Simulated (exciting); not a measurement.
# SnTe (Fm-3m) in exciting: notebook

One crystal, SnTe, is run at these levels: LDA; tasks: band structure.

Program: exciting (release sodium). These are calculated values, not measurements. Logs are shortened: lines on timing, memory, paths and dates and some standing lists are left out, and cuts for length are marked.

**Measured values to compare with.**

From a printed reference work, textbook, for a bulk crystal of SnTe at 300 K: band gap 0.18 eV (direct).

How close the calculation comes is told below.

**1. Starting point**

It takes space group Fm-3m (No. 225, cubic). Conventional cell: a = 6.302 Å, b = 6.302 Å, c = 6.302 Å, α = 90.00°, β = 90.00°, γ = 90.00°. Around Te (site symmetry m-3m) lie 6 Sn at 3.15 Å. Sn (site symmetry m-3m) has 6 Te at 3.15 Å as nearest neighbours.

**2. Band structure, LDA**

The input, input.xml:

```xml
<input>
  <title>SnTe</title>
  <structure speciespath="./" tshift="false">
    <crystal scale="1">
      <basevect>0.000000000000 5.954243559777 5.954243559777</basevect>
      <basevect>5.954243559777 0.000000000000 5.954243559777</basevect>
      <basevect>5.954243559777 5.954243559777 0.000000000000</basevect>
    </crystal>
    <species speciesfile="Te.xml" rmt="2.3">
      <atom coord="0.500000000000 0.500000000000 0.500000000000"/>
    </species>
    <species speciesfile="Sn.xml" rmt="2.3">
      <atom coord="0.000000000000 0.000000000000 0.000000000000"/>
    </species>
  </structure>
  <groundstate do="fromscratch" ngridk="7 7 7" rgkmax="9" gmaxvr="14" lmaxapw="10" lmaxmat="10" lmaxvr="8" xctype="LDA_PW" stype="Fermi Dirac" swidth="0.00183747" nempty="10" ValenceRelativity="iora*" epsengy="1e-05" epspot="1e-05" maxscl="60" outputlevel="normal"/>
  <properties>
    <bandstructure>
      <plot1d>
        <path steps="80">
          <point coord="0 0 0" label="G"/>
          <point coord="0.5 0 0.5" label="X"/>
          <point coord="0.5 0.25 0.75" label="W"/>
          <point coord="0.375 0.375 0.75" label="K"/>
          <point coord="0 0 0" label="G"/>
          <point coord="0.5 0.5 0.5" label="L"/>
          <point coord="0.625 0.25 0.625" label="U"/>
          <point coord="0.5 0.25 0.75" label="W"/>
          <point coord="0.5 0.5 0.5" label="L"/>
          <point coord="0.375 0.375 0.75" label="K" breakafter="true"/>
          <point coord="0.625 0.25 0.625" label="U"/>
          <point coord="0.5 0 0.5" label="X"/>
        </path>
      </plot1d>
    </bandstructure>
  </properties>
</input>
```

Potentials or basis: all-electron LAPW+lo, shipped species files, valence relativity iora*.

Run with:

```console
$ OMP_NUM_THREADS=1 exciting_smp
```

INFO.OUT:

```text
================================================================================
EXCITING SODIUM started
[... 10 lines left out ...]

 Lattice vectors (cartesian) :
      0.0000000000      5.9542435598      5.9542435598
      5.9542435598      0.0000000000      5.9542435598
      5.9542435598      5.9542435598      0.0000000000

 Reciprocal lattice vectors (cartesian) :
     -0.5276224632      0.5276224632      0.5276224632
      0.5276224632     -0.5276224632      0.5276224632
      0.5276224632      0.5276224632     -0.5276224632

 Unit cell volume                           :     422.1917887813
 Brillouin zone volume                      :       0.5875296963

 Species :    1 (Te)
     parameters loaded from                 :    Te.xml
     name                                   :    tellurium
     nuclear charge                         :     -52.00000000
     electronic charge                      :      52.00000000
     atomic mass                            :  232600.57070000
     muffin-tin radius                      :       2.30000000
     # of radial points in muffin-tin       :     400

     atomic positions (lattice) :
       1 :   0.50000000  0.50000000  0.50000000

 Species :    2 (Sn)
     parameters loaded from                 :    Sn.xml
     name                                   :    tin
     nuclear charge                         :     -50.00000000
     electronic charge                      :      50.00000000
     atomic mass                            :  216395.09200000
     muffin-tin radius                      :       2.30000000
     # of radial points in muffin-tin       :     400

     atomic positions (lattice) :
       1 :   0.00000000  0.00000000  0.00000000

 Total number of atoms per unit cell        :       2

 Spin treatment                             :    spin-unpolarised

 Number of Bravais lattice symmetries       :      48
 Number of crystal symmetries               :      48

 k-point grid                               :       7    7    7
 Total number of k-points                   :      20
 k-point set is reduced with crystal symmetries

 R^MT_min * |G+k|_max (rgkmax)              :       9.00000000
 Species with R^MT_min                      :       1 (Te)
 Maximum |G+k| for APW functions            :       3.91304348
 Maximum |G| for potential and density      :      14.00000000

 G-vector grid sizes                        :      40    40    40
 Total number of G-vectors                  :   19603

 Maximum angular momentum used for
     APW functions                          :      10
     computing H and O matrix elements      :      10
     potential and density                  :       8
     inner part of muffin-tin               :       2

 Total nuclear charge                       :    -102.00000000
 Total electronic charge                    :     102.00000000
 Total core charge                          :      66.00000000
 Total valence charge                       :      36.00000000

 Number of empty states                     :      10
 Total number of valence states             :      29

 Maximum Hamiltonian size                   :     467
 Maximum number of plane-waves              :     436
 Total number of local-orbitals             :      31

 Exchange-correlation type                  :       3
     Perdew-Wang, Phys. Rev. B 45, 13244 (1992)

 Smearing scheme                            :    Fermi-Dirac
[... 19 lines left out ...]
+ SCF iteration number :    1                                                  +
++++++++++++++++++++++++++++++++++++++++++++++++++++++++++++++++++++++++++++++++
 Total energy                               :    -12962.32032508
 _______________________________________________________________
 Fermi energy                               :         0.22608137
 Kinetic energy                             :     13679.16386692
 Coulomb energy                             :    -26311.08386997
 Exchange energy                            :      -320.61622987
 Correlation energy                         :        -9.78409215

 DOS at Fermi energy (states/Ha/cell)       :         0.07352770

 Electron charges :
     core                                   :        66.00000000
     core leakage                           :         0.00258791
     valence                                :        36.00000000
     interstitial                           :         5.62055404
     charge in muffin-tin spheres :
                  atom     1    Te          :        49.10271619
                  atom     2    Sn          :        47.27672978
     total charge in muffin-tins            :        96.37944596
     total charge                           :       102.00000000
[... 350 lines left out ...]
 Electron charges :
     core                                   :        66.00000000
     core leakage                           :         0.00256576
     valence                                :        36.00000000
     interstitial                           :         5.63170343
     charge in muffin-tin spheres :
                  atom     1    Te          :        49.03456006
                  atom     2    Sn          :        47.33373651
     total charge in muffin-tins            :        96.36829657
     total charge                           :       102.00000000

 RMS change in effective potential (target) :  0.166803E-08  ( 0.100000E-04)
 Absolute change in total energy   (target) :  0.390373E-07  ( 0.100000E-04)
 Charge distance                   (target) :  0.237627E-09  ( 0.100000E-04)

++++++++++++++++++++++++++++++++++++++++++++++++++++++++++++++++++++++++++++++++
| Convergency criteria checked for the last 2 iterations                       +
| Convergence targets achieved. Performing final SCF iteration                 +
++++++++++++++++++++++++++++++++++++++++++++++++++++++++++++++++++++++++++++++++
 Total energy                               :    -12965.08671701
 _______________________________________________________________
 Fermi energy                               :         0.22152915
 Kinetic energy                             :     13677.60770934
 Coulomb energy                             :    -26312.25139287
 Exchange energy                            :      -320.65837509
 Correlation energy                         :        -9.78465839

 DOS at Fermi energy (states/Ha/cell)       :         0.08854877

 Electron charges :
     core                                   :        66.00000000
     core leakage                           :         0.00256576
     valence                                :        36.00000000
     interstitial                           :         5.63170343
     charge in muffin-tin spheres :
                  atom     1    Te          :        49.03456006
                  atom     2    Sn          :        47.33373651
     total charge in muffin-tins            :        96.36829657
     total charge                           :       102.00000000

++++++++++++++++++++++++++++++++++++++++++++++++++++++++++++++++++++++++++++++++
[... 12 lines left out ...]
| EXCITING SODIUM stopped                                                      =
================================================================================
```

EVALCORE.OUT:

```text
Species :    1 (Te), atom :    1
 n =  1, l =  0, k =  1 :   -1159.829714
 n =  2, l =  0, k =  1 :   -177.5084159
 n =  2, l =  1, k =  1 :   -166.3735481
 n =  2, l =  1, k =  2 :   -156.3000138
 n =  3, l =  0, k =  1 :   -34.99200102
 n =  3, l =  1, k =  1 :   -30.40626301
 n =  3, l =  1, k =  2 :   -28.52931107
 n =  3, l =  2, k =  2 :   -20.40945095
 n =  3, l =  2, k =  3 :   -20.01649282
 n =  4, l =  0, k =  1 :   -5.626827148
 n =  4, l =  1, k =  1 :   -4.048769063
 n =  4, l =  1, k =  2 :   -3.688573029

Species :    2 (Sn), atom :    1
 n =  1, l =  0, k =  1 :   -1063.955901
 n =  2, l =  0, k =  1 :   -160.2990962
 n =  2, l =  1, k =  1 :   -149.7931423
 n =  2, l =  1, k =  2 :   -141.3289453
 n =  3, l =  0, k =  1 :   -30.61738680
 n =  3, l =  1, k =  1 :   -26.34299477
 n =  3, l =  1, k =  2 :   -24.79756143
 n =  3, l =  2, k =  2 :   -17.21361991
 n =  3, l =  2, k =  3 :   -16.89421278
 n =  4, l =  0, k =  1 :   -4.535671073
```

Wall time 2.1 min (1 thread of Arm Neoverse V1, shared host); peak memory 0.15 GiB.

Results:

* Free energy: -352797.9824 eV
* Band gap along the path: 0.10 eV, direct
* All electrons inside the program's atomic spheres: Te 49.03; Sn 47.33 (radii Te 2.3, Sn 2.3 bohr)

Levels at the corners of the path, in eV from the Fermi level:
```
point  band 14  band 15  band 16  band 17  band 18  band 19  band 20  band 21  band 22  band 23
    Γ   -12.86    -4.87    -2.14    -2.14    -2.14     3.27     3.27     3.27     4.82     4.82
    X   -11.30    -6.60    -5.57    -3.74    -3.74     2.19     4.83     4.83     6.27     9.26
    W   -11.22    -7.47    -4.82    -4.82    -0.84     0.79     4.61     4.61     5.99     5.99
    K   -11.27    -7.52    -5.17    -3.24    -2.75     2.98     3.03     4.17     5.48     8.05
    Γ   -12.86    -4.87    -2.14    -2.14    -2.14     3.27     3.27     3.27     4.82     4.82
    L   -11.60    -8.41    -1.79    -1.79    -0.07     0.03     0.33     0.33     7.71     8.76
    U   -11.27    -7.52    -5.17    -3.24    -2.75     2.98     3.03     4.17     5.48     8.05
    W   -11.22    -7.47    -4.82    -4.82    -0.84     0.79     4.61     4.61     5.99     5.99
    L   -11.60    -8.41    -1.79    -1.79    -0.07     0.03     0.33     0.33     7.71     8.76
    K   -11.27    -7.52    -5.17    -3.24    -2.75     2.98     3.03     4.17     5.48     8.05
    U   -11.27    -7.52    -5.17    -3.24    -2.75     2.98     3.03     4.17     5.48     8.05
    X   -11.30    -6.60    -5.57    -3.74    -3.74     2.19     4.83     4.83     6.27     9.26
```

Caveat: this odd mesh misses L, where the gap lies, so gap, dielectric constants and Born charges aren't listed; spin-orbit coupling is left out, which moves the levels of the heavy elements.

**3. Band structure, LDA, spin-orbit coupling, no magnetisation**

input.xml: that of step 2 with these lines changed.

```diff
@@ -15,3 +15,5 @@
   </structure>
-  <groundstate do="fromscratch" ngridk="7 7 7" rgkmax="9" gmaxvr="14" lmaxapw="10" lmaxmat="10" lmaxvr="8" xctype="LDA_PW" stype="Fermi Dirac" swidth="0.00183747" nempty="10" ValenceRelativity="iora*" epsengy="1e-05" epspot="1e-05" maxscl="60" outputlevel="normal"/>
+  <groundstate do="fromscratch" ngridk="5 5 5" rgkmax="9" gmaxvr="14" lmaxapw="10" lmaxmat="10" lmaxvr="8" xctype="LDA_PW" stype="Fermi Dirac" swidth="0.00183747" nempty="20" ValenceRelativity="iora*" epsengy="1e-05" epspot="1e-05" maxscl="60" outputlevel="normal">
+    <spin spinorb="true"/>
+  </groundstate>
   <properties>
@@ -35,2 +37,3 @@
     </bandstructure>
+    <dos nwdos="300" winddos="-0.6 0.5" inttype="tetra" ngrdos="100" nsmdos="1"/>
   </properties>
```

Potentials or basis: all-electron LAPW+lo, shipped species files, valence relativity iora*.

Run with:

```console
$ OMP_NUM_THREADS=1 exciting_smp
```

Wall time 2.9 min (1 thread of Arm Neoverse V1, shared host); peak memory 0.21 GiB.

Results (log left out):

```yaml
Band_gap_along_the_path: 0.24 eV, direct
All_electrons_inside_the_program's_atomic_spheres: Te 49.04; Sn 47.33 (radii Te 2.3, Sn 2.3 bohr)
```

Levels at the corners of the path, in eV from the Fermi level:
| point | band 32 | band 33 | band 34 | band 35 | band 36 | band 37 | band 38 | band 39 | band 40 | band 41 |
| --- | --- | --- | --- | --- | --- | --- | --- | --- | --- | --- |
| Γ | -2.65 | -1.83 | -1.83 | -1.83 | -1.83 | 2.76 | 2.76 | 3.58 | 3.58 | 3.58 |
| X | -5.56 | -3.92 | -3.92 | -3.48 | -3.48 | 2.23 | 2.23 | 4.50 | 4.50 | 5.22 |
| W | -4.89 | -4.72 | -4.72 | -0.81 | -0.81 | 0.82 | 0.82 | 4.53 | 4.53 | 4.76 |
| K | -5.16 | -3.28 | -3.28 | -2.65 | -2.65 | 2.81 | 2.81 | 3.27 | 3.27 | 4.22 |
| Γ | -2.65 | -1.83 | -1.83 | -1.83 | -1.83 | 2.76 | 2.76 | 3.58 | 3.58 | 3.58 |
| L | -2.08 | -1.49 | -1.49 | -0.14 | -0.14 | 0.10 | 0.10 | 0.30 | 0.30 | 0.54 |
| U | -5.16 | -3.28 | -3.28 | -2.65 | -2.65 | 2.81 | 2.81 | 3.27 | 3.27 | 4.22 |
| W | -4.89 | -4.72 | -4.72 | -0.81 | -0.81 | 0.82 | 0.82 | 4.53 | 4.53 | 4.76 |
| L | -2.08 | -1.49 | -1.49 | -0.14 | -0.14 | 0.10 | 0.10 | 0.30 | 0.30 | 0.54 |
| K | -5.16 | -3.28 | -3.28 | -2.65 | -2.65 | 2.81 | 2.81 | 3.27 | 3.27 | 4.22 |
| U | -5.16 | -3.28 | -3.28 | -2.65 | -2.65 | 2.81 | 2.81 | 3.27 | 3.27 | 4.22 |
| X | -5.56 | -3.92 | -3.92 | -3.48 | -3.48 | 2.23 | 2.23 | 4.50 | 4.50 | 5.22 |

States per cell in windows of 1 eV (zero at the Fermi level; states under -8 eV left out):
| from (eV) | total |
| --- | --- |
| -8.0 | 1.39 |
| -7.0 | 0.33 |
| -6.0 | 0.20 |
| -5.0 | 0.86 |
| -4.0 | 1.62 |
| -3.0 | 1.53 |
| -2.0 | 1.48 |
| -1.0 | 0.32 |
| 0.0 | 0.54 |
| 1.0 | 1.78 |
| 2.0 | 1.39 |
| 3.0 | 1.62 |
| 4.0 | 1.34 |
| 5.0 | 1.24 |
| 6.0 | 0.90 |
| 7.0 | 1.46 |

Caveat: this odd mesh misses L, where the gap lies, so gap, dielectric constants and Born charges aren't listed; total energies with spin-orbit coupling aren't reliable in this program, so none is listed and the log's shouldn't be used; the tetrahedron DOS on this energy grid can lose part of the weight of narrow d or f bands.

**4. Comparison with measurements**

Step 2. Measured gap of SnTe: 0.18 eV (direct; 300 K; a printed reference work, textbook). This calculation gives 0.10 eV (-0.08 eV). Spin-orbit coupling on Sn, Te is left out. The value is that of LDA, without temperature or zero-point motion. Semilocal functionals fall short of measured gaps as a rule.

Step 3. Against the measured gap of SnTe, 0.18 eV (direct; 300 K; a printed reference work, textbook), the calculated 0.24 eV is off by +0.06 eV. The value is that of LDA, without temperature or zero-point motion.
